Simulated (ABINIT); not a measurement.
# SiC (Moissanite) (P6_3mc) in ABINIT: a series of runs, part 2 of 2

ABINIT 10.8.3 (patched build). The steps go on from the part before.

## (3) Band structure, LDA

Contents of run.abi:

```
# Datasets: ground state, then fixed potential
ndtset 2

# Pseudopotentials
pp_dirpath "./"
pseudos "Si.upf, C.upf"

# Structure
acell 3*1.0
rprim
     5.8127975593     0.0000000000     0.0000000000
    -2.9063987797     5.0340303534     0.0000000000
     0.0000000000     0.0000000000     9.5393374771
ntypat 2
znucl 14 6
natom 4
typat 1 1 2 2
xred
     0.6666666667     0.3333333333     0.5000000000
     0.3333333333     0.6666666667     0.0000000000
     0.6666666667     0.3333333333     0.8850000000
     0.3333333333     0.6666666667     0.3850000000

# Plane-wave basis
ecut 41.0

# Exchange and correlation
ixc 7

# Bands and occupations
occopt 3
tsmear 0.05 eV

# SCF cycle
nstep 100

# Output
iomode 3
prtwf 0
prteig 0
prtebands 0
enunit 2
prtden1 1

# Dataset 1
kptopt1 1
ngkpt1 10 10 5
nshiftk1 1
shiftk1 0.0 0.0 0.0
nband1 12
tolvrs1 1.0e-10

# Dataset 2: bands along G-M-K-G-A-L-H-A
iscf2 -2
getden2 1
nband2 16
nbdbuf2 2
tolwfr2 1.0e-12
kptopt2 -7
ndivsm2 8
prteig2 1
prtvol2 -3
kptbounds2
     0.0000000000     0.0000000000     0.0000000000
     0.5000000000     0.0000000000     0.0000000000
     0.3333333333     0.3333333333     0.0000000000
     0.0000000000     0.0000000000     0.0000000000
     0.0000000000     0.0000000000     0.5000000000
     0.5000000000     0.0000000000     0.5000000000
     0.3333333333     0.3333333333     0.5000000000
     0.0000000000     0.0000000000     0.5000000000
```

Potentials or basis: PseudoDojo NC SR LDA v0.4.1 standard.

Started as:

```
> abinit run.abi > log 2>&1
```

run.abo:

```text
.Version 10.8.3 of ABINIT
 DATASET    1 : space group P6_3 m c (#186); Bravais hP (primitive hexag.)
================================================================================
 Values of the parameters that define the memory need for DATASET  1.
     intxc =       0    ionmov =       0      iscf =       7    lmnmax =       6
     lnmax =       6     mgfft =      60  mpssoang =       3    mqgrid =    3001
     natom =       4  nloc_mem =       1    nspden =       1   nspinor =       1
    nsppol =       1      nsym =      12    n1xccc =    2501    ntypat =       2
    occopt =       3   xclevel =       1
       mpw =        3562          nfft =       77760          nkpt =          42
================================================================================
================================================================================

 DATASET    2 : space group P6_3 m c (#186); Bravais hP (primitive hexag.)
================================================================================
 Values of the parameters that define the memory need for DATASET  2.
     intxc =       0    ionmov =       0      iscf =      -2    lmnmax =       6
     lnmax =       6     mgfft =      60  mpssoang =       3    mqgrid =    3001
     natom =       4  nloc_mem =       1    nspden =       1   nspinor =       1
    nsppol =       1      nsym =      12    n1xccc =    2501    ntypat =       2
    occopt =       3   xclevel =       1
       mpw =        3556          nfft =       77760          nkpt =          93
================================================================================
================================================================================

--------------------------------------------------------------------------------
------------- Echo of variables that govern the present computation ------------
--------------------------------------------------------------------------------
 -outvars: echo values of preprocessed input variables --------
            acell      1.0000000000E+00  1.0000000000E+00  1.0000000000E+00 Bohr
              amu      2.80855000E+01  1.20110000E+01
[... 1174 lines left out ...]
 kpt#   3, nband= 16, wtk=  1.00000, kpt=  0.0667  0.0000  0.0000 (reduced coord)
  -8.16053   -4.62167   -1.23959    5.39807    5.70886    6.83915    7.08396    7.34855
  12.27857   13.40703   13.79027   13.99107   15.01633   15.84586   16.21978   17.93479
 kpt#   4, nband= 16, wtk=  1.00000, kpt=  0.1000  0.0000  0.0000 (reduced coord)
  -8.06391   -4.53840   -1.15008    4.91306    5.55580    6.50446    7.02411    7.27845
  12.42870   13.42006   13.87315   14.19573   15.01552   15.80911   16.45279   17.42437
 kpt#   5, nband= 16, wtk=  1.00000, kpt=  0.1333  0.0000  0.0000 (reduced coord)
  -7.92918   -4.42324   -1.02631    4.32947    5.36885    6.07828    6.93799    7.17459
  12.31695   13.64747   14.04074   14.44701   14.74571   16.01330   16.73627   16.98693
 kpt#   6, nband= 16, wtk=  1.00000, kpt=  0.1667  0.0000  0.0000 (reduced coord)
  -7.75689   -4.27787   -0.87031    3.69118    5.16379    5.58777    6.82945    7.03158
[... 248 lines left out ...]
  -6.76699   -6.76699    3.04202    3.04202    5.36260    5.36260    6.02852    6.02852
  13.15086   13.15086   14.10035   14.10035   15.39072   15.39072   16.70698   16.70698
 kpt#  90, nband= 16, wtk=  1.00000, kpt=  0.0556  0.0556  0.5000 (reduced coord)
  -6.88834   -6.88834    3.02095    3.02095    5.76541    5.76541    6.20890    6.20890
  13.25994   13.25994   14.08727   14.08727   15.00399   15.00399   16.65814   16.65814
 kpt#  91, nband= 16, wtk=  1.00000, kpt=  0.0370  0.0370  0.5000 (reduced coord)
  -6.97542   -6.97542    2.99362    2.99362    6.11325    6.11325    6.33656    6.33656
  13.21376   13.21376   14.22464   14.22464   14.71071   14.71071   16.55094   16.55094
 kpt#  92, nband= 16, wtk=  1.00000, kpt=  0.0185  0.0185  0.5000 (reduced coord)
  -7.02782   -7.02782    2.97328    2.97328    6.35185    6.35185    6.41226    6.41226
  13.10523   13.10523   14.40668   14.40668   14.54264   14.54264   16.42245   16.42245
 kpt#  93, nband= 16, wtk=  1.00000, kpt=  0.0000  0.0000  0.5000 (reduced coord)
  -7.04532   -7.04532    2.96593    2.96593    6.43731    6.43731    6.43731    6.43731
  13.05443   13.05443   14.48947   14.48947   14.48947   14.48947   16.36154   16.36154

== END DATASET(S) ==============================================================
================================================================================

 -outvars: echo values of variables after computation  --------
            acell      1.0000000000E+00  1.0000000000E+00  1.0000000000E+00 Bohr
           etotal1    -2.0631518229E+01
            fcart1    -0.0000000000E+00 -0.0000000000E+00  1.4207126802E-02
                      -0.0000000000E+00 -0.0000000000E+00  1.4207126802E-02
                      -1.8529083084E-28  1.0697771106E-28 -1.4207126802E-02
                       1.8529083084E-28 -1.0697771106E-28 -1.4207126802E-02
            rprim      5.8127975593E+00  0.0000000000E+00  0.0000000000E+00
                      -2.9063987797E+00  5.0340303534E+00  0.0000000000E+00
                       0.0000000000E+00  0.0000000000E+00  9.5393374771E+00
           strten1     1.0606271859E-04  1.0606271861E-04  2.4627404861E-04
                       0.0000000000E+00  0.0000000000E+00  4.6009825716E-14
           xangst      1.5379999989E+00  8.8796471340E-01  2.5239999983E+00
                      -1.7639298728E-11  1.7759294268E+00  0.0000000000E+00
                       1.5379999989E+00  8.8796471340E-01  4.4674799970E+00
                      -1.7639298728E-11  1.7759294268E+00  1.9434799987E+00
             xred      6.6666666667E-01  3.3333333333E-01  5.0000000000E-01
                       3.3333333333E-01  6.6666666667E-01  0.0000000000E+00
                       6.6666666667E-01  3.3333333333E-01  8.8500000000E-01
                       3.3333333333E-01  6.6666666667E-01  3.8500000000E-01
 Calculation completed.
```

Wall time 2 min (1 thread of Arm Neoverse V2, shared host); peak memory 0.14 GiB.

What came out:

```yaml
Free_energy: -561.4122 eV
Pressure: -4.5 GPa
Largest_force: 0.731 eV/Å
Band_gap_on_the_k_mesh: 2.38 eV, indirect (least direct gap 4.00 eV)
Band_gap_along_the_path: 2.23 eV, indirect (least direct gap 4.00 eV)
Valence_electrons_inside_the_program's_atomic_spheres: Si 1.96; C 4.23
```

Forces in eV/Å, atoms in the order of the input:
```
Si   0.000  0.000  0.731
Si   0.000  0.000  0.731
C    0.000  0.000 -0.731
C    0.000  0.000 -0.731
```

Levels at the corners of the path, in eV from the valence-band top:
```csv
point,band 5,band 6,band 7,band 8,band 9,band 10,band 11,band 12
Γ,-1.56,-0.27,-0.27,0.00,4.59,6.04,6.41,6.41
M,-5.44,-3.55,-3.28,-1.49,2.51,4.14,6.68,7.14
K,-6.48,-4.13,-4.05,-4.05,2.23,7.86,8.56,8.56
Γ,-1.56,-0.27,-0.27,0.00,4.59,6.04,6.41,6.41
A,-0.97,-0.97,-0.97,-0.97,5.65,5.65,7.09,7.09
L,-2.69,-2.69,-2.34,-2.34,3.11,3.11,4.91,4.91
H,-5.89,-5.89,-1.76,-1.76,4.77,4.77,5.87,5.87
A,-0.97,-0.97,-0.97,-0.97,5.65,5.65,7.09,7.09
```

Caveat: the mesh misses the band edges, which the band path finds closer together.

## (4) Band structure, PW91

Contents of run.abi:

```
ndtset 2

pp_dirpath "./"
pseudos "Si.GGA_PBE-JTH.xml, C.GGA_PBE-JTH.xml"

acell 5.8127975593 5.8127975593 9.5393374771
rprim
     1.0000000000     0.0000000000     0.0000000000
    -0.5000000000     0.8660254038     0.0000000000
     0.0000000000     0.0000000000     1.0000000000
ntypat 2
znucl 14 6
natom 4
typat 1 1 2 2
xcart
     1.5380000002     0.8879647139     2.5240000000
    -0.0000000002     1.7759294281     0.0000000000
     1.5380000002     0.8879647139     4.4674800000
    -0.0000000002     1.7759294281     1.9434800000 Angstrom

ecut 544.227725 eV
pawecutdg 40.0

ixc -109134

occopt 3
tsmear 0.00183747

nstep 100

iomode 3
prtwf 0
prteig 0
prtebands 0
enunit 1
prtden1 1

kptopt1 1
ngkpt1 10 10 5
nshiftk1 1
shiftk1 0.0 0.0 0.0
nband1 12
tolvrs1 1.0e-9

iscf2 -2
getden2 1
nband2 16
nbdbuf2 2
tolwfr2 1.0e-12
kptopt2 -7
ndivsm2 5
prteig2 1
prtvol2 -3
kptbounds2
     0.0000000000     0.0000000000     0.0000000000
     0.5000000000     0.0000000000     0.0000000000
     0.3333333333     0.3333333333     0.0000000000
     0.0000000000     0.0000000000     0.0000000000
     0.0000000000     0.0000000000     0.5000000000
     0.5000000000     0.0000000000     0.5000000000
     0.3333333333     0.3333333333     0.5000000000
     0.0000000000     0.0000000000     0.5000000000
```

Potentials or basis: JTH PAW PBE v2.0.

Started as:

```
> abinit run.abi > log 2>&1
```

run.abo:

```text
.Version 10.8.3 of ABINIT
 DATASET    1 : space group P6_3 m c (#186); Bravais hP (primitive hexag.)
================================================================================
 Values of the parameters that define the memory need for DATASET  1.
     intxc =       0    ionmov =       0      iscf =      17    lmnmax =       8
     lnmax =       4     mgfft =      40  mpssoang =       2    mqgrid =    3001
     natom =       4  nloc_mem =       2    nspden =       1   nspinor =       1
    nsppol =       1      nsym =      12    n1xccc =       1    ntypat =       2
    occopt =       3   xclevel =       2
       mpw =        1204          nfft =       23040          nkpt =          42
 PAW method is used; the additional fine FFT grid is defined by:
   mgfftf=        60    nfftf =     77760
================================================================================
================================================================================

 DATASET    2 : space group P6_3 m c (#186); Bravais hP (primitive hexag.)
================================================================================
 Values of the parameters that define the memory need for DATASET  2.
     intxc =       0    ionmov =       0      iscf =      -2    lmnmax =       8
     lnmax =       4     mgfft =      40  mpssoang =       2    mqgrid =    3001
     natom =       4  nloc_mem =       2    nspden =       1   nspinor =       1
    nsppol =       1      nsym =      12    n1xccc =       1    ntypat =       2
    occopt =       3   xclevel =       2
[... 872 lines left out ...]
  -6.35150   -6.35150    3.60240    3.60240    6.25291    6.25291    6.76005    6.76005
  13.94550   13.94550   14.73015   14.73015   15.80331   15.80331   17.34527   17.34527
 kpt#  55, nband= 16, wtk=  1.00000, kpt=  0.0303  0.0303  0.5000 (reduced coord)
  -6.49058   -6.49058    3.56346    3.56346    6.80941    6.80941    6.96468    6.96468
  13.82929   13.82929   14.97976   14.97976   15.33103   15.33103   17.17235   17.17235
 kpt#  56, nband= 16, wtk=  1.00000, kpt=  0.0000  0.0000  0.5000 (reduced coord)
  -6.53714   -6.53714    3.54558    3.54558    7.03194    7.03194    7.03194    7.03194
  13.69686   13.69686   15.18389   15.18389   15.18389   15.18389   17.03170   17.03170

== END DATASET(S) ==============================================================
================================================================================

 -outvars: echo values of variables after computation  --------
            acell      5.8127975593E+00  5.8127975593E+00  9.5393374771E+00 Bohr
           etotal1    -1.9539844379E+01
            fcart1     2.3161353855E-28 -1.8721099436E-28  1.4483649384E-02
                       2.3161353855E-28 -1.8721099436E-28  1.4483649384E-02
                      -4.1690436939E-28  7.2209954966E-28 -1.4483649384E-02
                      -4.6322707710E-29 -3.4767756095E-28 -1.4483649384E-02
            rprim      1.0000000000E+00  0.0000000000E+00  0.0000000000E+00
                      -5.0000000000E-01  8.6602540380E-01  0.0000000000E+00
                       0.0000000000E+00  0.0000000000E+00  1.0000000000E+00
           strten1    -1.4958326644E-04 -1.4958326657E-04  1.9020366242E-06
                       0.0000000000E+00  0.0000000000E+00  0.0000000000E+00
           xangst      1.5379999995E+00  8.8796471429E-01  2.5239999983E+00
                       5.2816337718E-10  1.7759294277E+00  0.0000000000E+00
                       1.5379999995E+00  8.8796471429E-01  4.4674799983E+00
                       5.2816337718E-10  1.7759294277E+00  1.9434800000E+00
             xred      6.6666666700E-01  3.3333333366E-01  5.0000000000E-01
                       3.3333333367E-01  6.6666666699E-01  0.0000000000E+00
                       6.6666666700E-01  3.3333333366E-01  8.8500000026E-01
                       3.3333333367E-01  6.6666666699E-01  3.8500000026E-01
 Calculation completed.
```

Wall time 48 s (1 thread of Arm Neoverse V2, shared host); peak memory 0.12 GiB.

Results:

```
Free energy                                           : -531.7063 eV
Pressure                                              : 2.9 GPa
Largest force                                         : 0.745 eV/Å
Band gap on the k mesh                                : 2.52 eV, indirect (least direct gap 4.12 eV)
Band gap along the path                               : 2.37 eV, indirect (least direct gap 4.12 eV)
Valence electrons inside the program's atomic spheres : Si 1.67; C 2.58
```

Forces in eV/Å, atoms in the order of the input:
```
Si   0.000  0.000  0.745
Si   0.000  0.000  0.745
C    0.000  0.000 -0.745
C    0.000  0.000 -0.745
```

Levels at the corners of the path, in eV from the valence-band top:
```csv
point,band 5,band 6,band 7,band 8,band 9,band 10,band 11,band 12
Γ,-1.57,-0.28,-0.28,0.00,4.62,5.98,6.49,6.49
M,-5.44,-3.56,-3.26,-1.50,2.62,4.25,6.73,7.25
K,-6.53,-4.12,-4.04,-4.04,2.37,8.05,8.71,8.71
Γ,-1.57,-0.28,-0.28,0.00,4.62,5.98,6.49,6.49
A,-0.98,-0.98,-0.98,-0.98,5.69,5.69,7.18,7.18
L,-2.70,-2.70,-2.35,-2.35,3.19,3.19,5.02,5.02
H,-5.86,-5.86,-1.77,-1.77,4.84,4.84,6.02,6.02
A,-0.98,-0.98,-0.98,-0.98,5.69,5.69,7.18,7.18
```

Caveat: the PAW data sets were made with another functional, which shifts forces and pressure a little; the mesh misses the band edges, which the band path finds closer together. Expect the measured gap to be larger: semilocal functionals such as PW91 lack the derivative discontinuity.

## (5) Summary

| level | potentials or basis | cutoff (eV) | fine-grid cutoff | gap on the mesh (eV) | pressure (GPa) | largest force (eV/Å) |
| --- | --- | --- | --- | --- | --- | --- |
| HCTH407 | JTH PAW PBE v2.0 | 544 | 1088.46 eV | 2.89 | 0.3 | 0.73 |
| LDA | PseudoDojo NC SR LDA v0.4.1 standard | 1116 | - | 2.38 | -4.5 | 0.73 |
| PW91 | JTH PAW PBE v2.0 | 544 | 1088.46 eV | 2.52 | 2.9 | 0.74 |

Alike in all rows: task band structure; no spin polarisation; cell as given; k mesh 10 × 10 × 5; smearing fermi-dirac 0.05 eV.

Caveats: the mesh misses the band edges, which the band path finds closer together; the PAW data sets were made with another functional, which shifts forces and pressure a little (some runs).

Total energies depend on the potentials used, so only differences within one code and one set of settings carry meaning.
